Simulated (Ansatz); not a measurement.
# Nb (Pm-3m) in Ansatz: convergence with smearing width

Aim: find how far smearing width must go before the results for Nb settle, at PBE. This setting moves, with any that are tied to it; all else stays.

Everything below comes from runs of Ansatz 0.2.0. Logs are shortened: lines on timing, memory, paths and dates and some standing lists are left out, and cuts for length are marked.

### 1 The crystal as given

It takes space group Pm-3m (No. 221, cubic). The conventional cell has a = 2.720 Å, b = 2.720 Å, c = 2.720 Å, α = 90.00°, β = 90.00°, γ = 90.00°. Nb (site symmetry m-3m) has 6 Nb at 2.72 Å as nearest neighbours.

The cell was built by a generator and needn't be a form met in nature.

### 2 With smearing width 0.3 eV

The input, input.yaml:

```yaml
crystal:
  lattice:
    - [2.71964, 0.0, 0.0]
    - [0.0, 2.71964, 0.0]
    - [0.0, 0.0, 2.71964]
  atoms:
    - { symbol: Nb, position: [0.5, 0.5, 0.5] }
hamiltonian:
  xc: pbe
  pseudopotentials: { kind: paw_fr }
magnetization:
  noncollinear: true
  spin_orbit: true
kpoints:
  mp_grid: { grid: [8, 8, 8] }
scf:
  occupations: { method: gaussian, width: 0.3 }
output:
  forces: true
  stress: true
  eigenvalues: true
```

Potentials or basis: Ansatz PAW.

The run is started by

```
$ ansatz run input.yaml --threads 2 --pin off --max-ram 5632MiB --backend cpu --events-out ev --progress --plain --runs-dir out
```

What it wrote:

```text
Warning: RAYON_NUM_THREADS=2 ignored (pool sized by the plan → 2); use --threads N
Engine: ansatz 0.2.0, aarch64-unknown-linux-gnu
Pseudopotentials: kind: paw_fr
Pseudopotential: Nb, paw_fr, valence charge 13, recommended cutoff 420 eV (normal), Nb.paw.azcp#standard-fr
Functional definition: PBE
  parameter kappa = 0.804
  parameter beta = 0.06672455060314922
  exchange = pbe_x(kappa = kappa, mu = beta*pi^2/3)
  correlation = pbe_c(beta = beta)
non-collinear run that drives no moment, with spin-orbit: no starting moment large enough to seed its density (crystal.atoms[].spin), no starting occupations that ask for one, no magnetisation constraint and no magnetic field, so the semilocal B_xc is pinned to zero
Crystal: 1 atoms, lattice volume = 20.116 Å³
Basis set: ecut = 420 eV, 389 PW (Γ), exchange–correlation on 40×40×40 points (8 copies of the dense FFT grid, shifted against one another)
Bands: 22, of which v1, the nominal top of the filled ones, is band 13 counted from 1 (12 counted from 0)
Symmetry: 48 space group operations + 48 with time reversal
Magnetic group: BNS 221.93 (UNI 1595), of the structure as read, at distance tolerance 2.7e-5 Å
k-points: 35 of 512
Projection manifold: j_resolved (fully-relativistic pseudo-atomic orbitals)
Non-local potential: Nb, projectors of the file, l = 0: 3, l = 1: 4, l = 2: 4, l = 3: 2
PAW form: soft (Blöchl's): semilocal exchange-correlation on the pseudo side does not see the compensation charge
PAW one-centre angular grid: Nb, 590 points (default); XC on 64 Gauss nodes
Initial density: superposition of atomic densities (chi_scale 0.1, normalization cell)
Initial wavefunctions: pseudopotential atomic-orbital guess
Functional: x = pbe(κ = 0.804, μ = 0.2195149727645171), c = pbe(β = 0.06672455060314922)
SCF iter   1: F=—  HF=-4552.686778 eV  |F-HF|=—  |Δ(HF+E_count)|=         —  Δρ=6.60e-2  dr2=9.31e-1  dr2_m=0.00e0 (ungated)  ethr=3.10e-3  |M|=0.00e0 ∫|m|=0.00e0 μB  |m|>n=0.0e0 m-floor=0.0e0 τ_xc=0.0e0  β_m=0.30  ⟨swp⟩=7.3  Hψ=2053  notcnv=0
preconditioner: auto → none  [metal: Δε(μ)=0.063 eV  Ē_g=6.917 eV  σ=0.300 eV  W_gap=0.12  n_scr=6 (ndim 8)  ℏωp=18.5 eV  f_vac=0.000  D(μ)=0.68/eV (n_scr^D=6)  sad-step TF]
SCF iter   2: F=—  HF=-4552.526135 eV  |F-HF|=—  |Δ(HF+E_count)|=   1.61e-1  Δρ=4.88e-2  dr2=4.96e-1  dr2_m=0.00e0 (ungated)  ethr=3.10e-3  |M|=0.00e0 ∫|m|=0.00e0 μB  |m|>n=0.0e0 m-floor=0.0e0 τ_xc=0.0e0  β_m=0.65  ⟨swp⟩=1.5  Hψ=559  notcnv=0
SCF iter   3: F=—  HF=-4552.371024 eV  |F-HF|=—  |Δ(HF+E_count)|=   1.55e-1  Δρ=4.68e-3  dr2=1.96e-3  dr2_m=0.00e0 (ungated)  ethr=3.10e-3  |M|=0.00e0 ∫|m|=0.00e0 μB  |m|>n=0.0e0 m-floor=0.0e0 τ_xc=0.0e0  β_m=0.81  ⟨swp⟩=2.7  Hψ=692  notcnv=0  defer=2
SCF iter   4: F=—  HF=-4552.371840 eV  |F-HF|=—  |Δ(HF+E_count)|=   8.16e-4  Δρ=9.05e-4  dr2=1.75e-4  dr2_m=0.00e0 (ungated)  ethr=1.51e-5  |M|=0.00e0 ∫|m|=0.00e0 μB  |m|>n=0.0e0 m-floor=0.0e0 τ_xc=0.0e0  β_m=0.77  ⟨swp⟩=2.0  Hψ=660  notcnv=0  defer=50
SCF iter   5: F=—  HF=-4552.371778 eV  |F-HF|=—  |Δ(HF+E_count)|=   6.16e-5  Δρ=6.29e-5  dr2=2.70e-7  dr2_m=0.00e0 (ungated)  ethr=1.34e-6  |M|=0.00e0 ∫|m|=0.00e0 μB  |m|>n=0.0e0 m-floor=0.0e0 τ_xc=0.0e0  β_m=0.85  ⟨swp⟩=2.3  Hψ=564  notcnv=0  defer=50
SCF iter   6: F=—  HF=-4552.371780 eV  |F-HF|=—  |Δ(HF+E_count)|=   1.65e-6  Δρ=1.01e-5  dr2=1.67e-8  dr2_m=0.00e0 (ungated)  ethr=7.69e-10  |M|=0.00e0 ∫|m|=0.00e0 μB  |m|>n=0.0e0 m-floor=0.0e0 τ_xc=0.0e0  β_m=0.87  ⟨swp⟩=9.1  Hψ=1799  notcnv=0
SCF iter   7: F=-4552.371780 eV  HF=-4552.371780 eV  |F-HF|=4.55e-12  |Δ(HF+E_count)|=   2.89e-9  Δρ=3.58e-7  dr2=8.44e-12  dr2_m=0.00e0 (ungated)  ethr=1.28e-10  |M|=0.00e0 ∫|m|=0.00e0 μB  |m|>n=0.0e0 m-floor=0.0e0 τ_xc=0.0e0  ⟨swp⟩=1.5  Hψ=1114  notcnv=0
SCF 1 converged in 7 iterations: F = -4552.371780 eV  dr2 = 8.44e-12
SCF converged after 7 iterations
Magnetization: |M| = 0.0000 μB,  M = (+0.0000, +0.0000, +0.0000) μB
Absolute magnetization: 0.0000 μB (∫|m|)
  site 0: m = (+0.0000, +0.0000, +0.0000) μB, |m| = 0.0000 μB  (R = 1.12 Å)
Free energy (F): -4552.371780 eV
Harris-Foulkes:  -4552.371780 eV  (|F-HF|=4.55e-12)
Internal energy: -4552.338266 eV  (E = F + TS)
E sigma→0 (E₀):  -4552.355023 eV
Entropy (-TS):   -0.033514 eV (-33.514 meV/atom)
Fermi energy:    15.773017 eV
--- Per-component energies (eV) ---
  E_band       = -96.869720
  E_kinetic    = 394.589063
  E_local      = -806.264021  (includes V_loc(G=0)·N_el)
  E_nonlocal   = 121.585641
  E_hartree    = 256.867659
  E_xc         = -174.872883
  E_vxc        = -212.090336  (∫ρ·V_xc dr)
  E_paw        = -3074.833599  (= ΣΔE_a)
  E_vpaw       = -108.425425  (= ΣTr[D̂ρ^β])
  E_aug_tail   = 0.000008  (compensation charges beyond the density's cutoff)
  E_ewald      = -1269.410134
  E_smearing   = -0.033514  (= −TS)
  E_closure    = 0.000000  (closes the sum)
  Σ components = -4552.371780   (vs F -4552.371780, Δ=0.00e0)
--- Forces (eV/Å), atoms counted from 1 ---
  atom   1  Nb     0.00000000     0.00000000    -0.00000000
  max |Σ_I F_I| component: 9.47e-30 eV/Å
--- Stress (GPa, compression-positive) ---
       -1.330561       0.000000       0.000000
        0.000000      -1.330561       0.000000
       -0.000000       0.000000      -1.330561
  P = ⅓ Tr σ = -1.3306 GPa (-13.306 kbar)
--- Band table (eV; the first three rows and the last of 35) ---
  k-point 0: bands = ["-38.9272", "-38.9272", "-15.7289", "-15.7289", "-13.5515", "-13.5515", "-13.5515", "-13.5515", "10.1475", "10.1475", "12.9290", "12.9290", "12.9290", "12.9290", "20.7410", "20.7410", "20.7410", "20.7410", "20.9029", "20.9029", "30.0204", "30.0204"]
  k-point 1: bands = ["-38.9003", "-38.9003", "-15.7904", "-15.7904", "-13.6985", "-13.6985", "-13.5310", "-13.5310", "10.5731", "10.5731", "13.0457", "13.0457", "13.4243", "13.4243", "20.1011", "20.1011", "20.1970", "20.1970", "20.8504", "20.8504", "28.4755", "28.4755"]
  k-point 2: bands = ["-38.8346", "-38.8346", "-15.9832", "-15.9832", "-13.9843", "-13.9843", "-13.4813", "-13.4813", "11.5578", "11.5578", "13.3442", "13.3442", "14.7622", "14.7622", "18.8695", "18.8695", "18.9609", "18.9609", "20.9606", "20.9606", "26.0244", "26.0244"]
  k-point 34: bands = ["-38.3851", "-38.3851", "-16.6667", "-16.6667", "-14.6362", "-14.6362", "-14.6362", "-14.6362", "13.2211", "13.2211", "13.2211", "13.2211", "13.2931", "13.2931", "23.0854", "23.0854", "23.1755", "23.1755", "23.1755", "23.1755", "27.3660", "27.3660"]
```

Run time: 1.6 s. Hardware: 2 threads of Arm Neoverse V1, shared host; peak memory 0.3 GiB.

Results:

```yaml
Free_energy: -4552.3718 eV
Pressure: -1.3 GPa
Band_gap_on_the_k_mesh: none (metal or under the smearing width)
```

### 3 With smearing width 0.2 eV

Edit input.yaml of step 2 so:

```diff
@@ -16,3 +16,3 @@
 scf:
-  occupations: { method: gaussian, width: 0.3 }
+  occupations: { method: gaussian, width: 0.2 }
 output:
```

Potentials or basis: Ansatz PAW.

The run is started by

```
$ ansatz run input.yaml --threads 2 --pin off --max-ram 5632MiB --backend cpu --events-out ev --progress --plain --runs-dir out
```

Wall time 1.8 s (2 threads of Arm Neoverse V1, shared host); peak memory 0.3 GiB.

What came out:

```
Free energy            : -4552.3619 eV
Pressure               : -1.4 GPa
Band gap on the k mesh : none (metal or under the smearing width)
```

### 4 With smearing width 0.15 eV

Edit input.yaml of step 3 so:

```diff
@@ -16,3 +16,3 @@
 scf:
-  occupations: { method: gaussian, width: 0.2 }
+  occupations: { method: gaussian, width: 0.15 }
 output:
```

The run is started by

```
$ ansatz run input.yaml --threads 2 --pin off --max-ram 5632MiB --backend cpu --events-out ev --progress --plain --runs-dir out
```

It took 1.9 s on 2 threads of Arm Neoverse V1, shared host; peak memory 0.3 GiB.

Results:

- Free energy: -4552.3576 eV
- Pressure: -1.5 GPa
- Band gap on the k mesh: none (metal or under the smearing width)

### 5 With smearing width 0.1 eV

Edit input.yaml of step 4 so:

```diff
@@ -16,3 +16,3 @@
 scf:
-  occupations: { method: gaussian, width: 0.15 }
+  occupations: { method: gaussian, width: 0.1 }
 output:
```

The run is started by

```
$ ansatz run input.yaml --threads 2 --pin off --max-ram 5632MiB --backend cpu --events-out ev --progress --plain --runs-dir out
```

Run time: 1.6 s. Hardware: 2 threads of Arm Neoverse V1, shared host; peak memory 0.3 GiB.

Results:

```
Free energy            : -4552.3535 eV
Pressure               : -1.5 GPa
Band gap on the k mesh : none (metal or under the smearing width)
```

### 6 With smearing width 0.05 eV

Edit input.yaml of step 5 so:

```diff
@@ -16,3 +16,3 @@
 scf:
-  occupations: { method: gaussian, width: 0.1 }
+  occupations: { method: gaussian, width: 0.05 }
 output:
```

Potentials or basis: Ansatz PAW.

The run is started by

```
$ ansatz run input.yaml --threads 2 --pin off --max-ram 5632MiB --backend cpu --events-out ev --progress --plain --runs-dir out
```

It took 1.4 s on 2 threads of Arm Neoverse V1, shared host; peak memory 0.3 GiB.

It converged, with:

- Free energy: -4552.3500 eV
- Pressure: -1.6 GPa
- Band gap on the k mesh: none (metal or under the smearing width)

### 7 With smearing width 0.025 eV

Edit input.yaml of step 6 so:

```diff
@@ -16,3 +16,3 @@
 scf:
-  occupations: { method: gaussian, width: 0.05 }
+  occupations: { method: gaussian, width: 0.025 }
 output:
```

The run is started by

```
$ ansatz run input.yaml --threads 2 --pin off --max-ram 5632MiB --backend cpu --events-out ev --progress --plain --runs-dir out
```

It took 2 s on 2 threads of Arm Neoverse V1, shared host; peak memory 0.3 GiB.

It converged, with:

- Free energy: -4552.3489 eV
- Pressure: -1.6 GPa
- Band gap on the k mesh: none (metal or under the smearing width)

### 8 With smearing width 0.01 eV

Edit input.yaml of step 7 so:

```diff
@@ -16,3 +16,3 @@
 scf:
-  occupations: { method: gaussian, width: 0.025 }
+  occupations: { method: gaussian, width: 0.01 }
 output:
```

The run is started by

```
$ ansatz run input.yaml --threads 2 --pin off --max-ram 5632MiB --backend cpu --events-out ev --progress --plain --runs-dir out
```

It took 1.9 s on 2 threads of Arm Neoverse V1, shared host; peak memory 0.3 GiB.

It converged, with:

```yaml
Free_energy: -4552.3486 eV
Pressure: -1.6 GPa
Band_gap_on_the_k_mesh: none (metal or under the smearing width)
```

### 9 With smearing width 0.005 eV

Edit input.yaml of step 8 so:

```diff
@@ -16,3 +16,3 @@
 scf:
-  occupations: { method: gaussian, width: 0.01 }
+  occupations: { method: gaussian, width: 0.005 }
 output:
```

Potentials or basis: Ansatz PAW.

The run is started by

```
$ ansatz run input.yaml --threads 2 --pin off --max-ram 5632MiB --backend cpu --events-out ev --progress --plain --runs-dir out
```

Wall time 1.6 s (2 threads of Arm Neoverse V1, shared host); peak memory 0.3 GiB.

Results (log left out):

* Free energy: -4552.3485 eV
* Pressure: -1.6 GPa
* Band gap on the k mesh: none (metal or under the smearing width)

### 10 Result

```csv
smearing width,"energy less the tightest run, at zero smearing (meV/atom)",pressure (GPa),SCF cycles,CPU time (s),peak memory (GiB)
0.3 eV,-6.50,-1.33,7,2.8,0.3
0.2 eV,-4.44,-1.44,7,3.2,0.3
0.15 eV,-2.69,-1.47,7,3.3,0.3
0.1 eV,-1.09,-1.52,7,2.8,0.3
0.05 eV,-0.13,-1.59,6,2.5,0.3
0.025 eV,-0.01,-1.62,6,3.4,0.3
0.01 eV,-0.02,-1.59,6,3.3,0.3
0.005 eV,0.00,-1.59,6,2.9,0.3
```

Against the tightest run, the energy stays within 1 meV/atom from 0.05 eV on; the pressure stays within 0.1 GPa from 0.1 eV on. Narrower smearing needs a denser k mesh, so at a fixed mesh the narrowest width isn't the most accurate. The tightest run that finished is the yardstick and may itself not be fully converged.
